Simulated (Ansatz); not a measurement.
Crystal: W2C.

```
W C
1.0
     3.07005    0.00000    0.00000
    -1.53502    2.65874    0.00000
     0.00000    0.00000    4.67843
W C
2 1
Direct
  0.66667 0.33333 0.25367
  0.33333 0.66667 0.74633
  0.00000 0.00000 0.00000
```

The cell comes from a database or a generator and needn't be the stable form of this composition.

Program: Ansatz 0.2.0. Alike in all runs: task single point; level HSE06 form with a typed share of exact exchange; potentials or basis Ansatz PAW; no spin polarisation; cell as given; k mesh 5 × 5 × 3; cutoff (eV) 420; smearing fermi-dirac 0.05 eV; the mesh is coarse, so values aren't converged.

Question: Order these runs on this cell by their pressure, lowest first.
A. share of exact exchange 0.3
B. share of exact exchange 0.15
C. share of exact exchange 0.25
D. share of exact exchange 0.1
E. share of exact exchange 0.5

Answer: E (-18.5 GPa), A (-11.9 GPa), C (-10.2 GPa), B (-6.8 GPa), D (-5.0 GPa).

Caveats: all runs use coarse meshes; the PAW data sets come from PBE, with cores solved anew for the run's functional, which leaves a small shift of forces and pressure; the thresholds are loose for stress.
